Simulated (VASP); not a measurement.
# Si, mode Grüneisen parameters at the zone centre: which settings are enough?

Si, Fd-3m (no. 227), 2 atoms in the cell. PBE, mode Grueneisen parameters; PAW potentials Si (PBE set). VASP 6.6.1.

Wanted: mode Grüneisen parameters within 0.05.

Geometry: relaxed with this functional.

The series start from Volume step (share): 0.01; Plane-wave cutoff (eV): 320; k mesh: 6x6x6; SCF threshold (eV): 1e-7; Precision mode: Accurate. Each series keeps the choices made before it, and each single choice may use up half of a tolerance. Times cover all steps of a run.

## Volume step (share)

| Volume step (share) | Mode Grüneisen parameters, largest deviation | Time (s) |
|---|---|---|
| 0.01 | 0.000 | 14 |
| 0.003 | 0.003 | 17 |
| 0.03 | 0.001 | 18 |
| 0.06 | 0.001 | 23 |

Chosen: 0.01; no other choice that stays within half of the tolerance saves 30 % of the time.

## Plane-wave cutoff (eV)

| Plane-wave cutoff (eV) | Mode Grüneisen parameters, largest deviation | Time (s) |
|---|---|---|
| 240 | 0.000 | 17 |
| 280 | 0.005 | 19 |
| 320 | 0.000 | 14 |
| 370 | 0.002 | 18 |
| 440 (reference) | 0.000 | 33 |

Chosen: 240, the loosest value from which every tighter one stays within half of the tolerance.

## k mesh

| k mesh | Mode Grüneisen parameters, largest deviation | Time (s) |
|---|---|---|
| 4x4x4 | 0.027 | 11 |
| 6x6x6 | 0.003 | 17 |
| 8x8x8 | 0.004 | 20 |
| 10x10x10 (reference) | 0.000 | 29 |

Chosen: 6x6x6.

## SCF threshold (eV)

| SCF threshold (eV) | Mode Grüneisen parameters, largest deviation | Time (s) |
|---|---|---|
| 0.001 | 0.004 | 10 |
| 0.0001 | 0.007 | 13 |
| 1e-5 | 0.029 | 13 |
| 1e-7 (reference) | 0.000 | 17 |

Chosen: 1e-7; the next looser run is off by more than half of the tolerance, so convergence isn't shown beyond this value.

## Precision mode

| Precision mode | Mode Grüneisen parameters, largest deviation | Time (s) |
|---|---|---|
| Accurate | 0.000 | 17 |
| Normal | 0.008 | 11 |
| Single | 0.012 | 13 |

Chosen: Normal, the fastest of those that stay within half of the tolerance.

## All choices together

| Input | Mode Grüneisen parameters, largest deviation | Time (s) |
|---|---|---|
| program defaults, KSPACING-like mesh of 0.5 per A (naive) | 0.064 | 5.0 |
| chosen settings | 0.013 | 11 |
| reference settings throughout | 0.000 | 86 |

The chosen settings stay within the tolerance of the reference run, but the reference itself isn't shown to be converged in: SCF threshold (eV).

Values of the reference run: Mode Grüneisen parameters: 0.985, 0.985, 0.985.

## The input

INCAR:
```
SYSTEM = Si
ALGO = Normal ; EDIFF = 1E-7
ENCUT = 240 ; GGA = PE
IBRION = 6 ; ISIF = 2
ISMEAR = 0 ; KPAR = 2
LASPH = .True. ; LCHARG = .False.
LREAL = .False. ; LWAVE = .False.
NELM = 120 ; NFREE = 2
NSW = 1 ; POTIM = 0.015
PREC = Normal ; SIGMA = 0.02
```

KPOINTS:
```
Automatic mesh
0
Gamma
  6 6 6
  0 0 0
```

POSCAR.step1:
```
Si
 1.0000000000000000
     0.0000000000000000    2.7250843448144622    2.7250843448144622
     2.7250843448144622    0.0000000000000000    2.7250843448144622
     2.7250843448144622    2.7250843448144622    0.0000000000000000
 Si
   2
Direct
  0.5000000000000000  0.5000000000000000  0.4999999999999998
  0.7500000000000000  0.7500000000000000  0.7500000000000000
```

POSCAR.step2:
```
Si
 1.0000000000000000
     0.0000000000000000    2.7342289916886346    2.7342289916886346
     2.7342289916886346    0.0000000000000000    2.7342289916886346
     2.7342289916886346    2.7342289916886346    0.0000000000000000
 Si
   2
Direct
  0.5000000000000001  0.5000000000000001  0.4999999999999997
  0.7500000000000002  0.7500000000000002  0.7499999999999996
```

POSCAR.step3:
```
Si
 1.0000000000000000
     0.0000000000000000    2.7433128756680247    2.7433128756680247
     2.7433128756680247    0.0000000000000000    2.7433128756680247
     2.7433128756680247    2.7433128756680247    0.0000000000000000
 Si
   2
Direct
  0.5000000000000002  0.5000000000000001  0.4999999999999996
  0.7500000000000001  0.7500000000000001  0.7499999999999994
```

Commands (each step's output is kept before the next begins):
```
cat potpaw_PBE.64/Si/POTCAR > POTCAR
cp POSCAR.step1 POSCAR
mpirun -np 2 vasp_std > vasp.out
rm WAVECAR CHG
cp POSCAR.step2 POSCAR
mpirun -np 2 vasp_std > vasp.out
rm WAVECAR CHG
cp POSCAR.step3 POSCAR
mpirun -np 2 vasp_std > vasp.out
```

The chosen input took VASP 6.6.1 11 s on 2 cores (Intel Xeon Platinum 8488C (Sapphire Rapids)), a shared host.
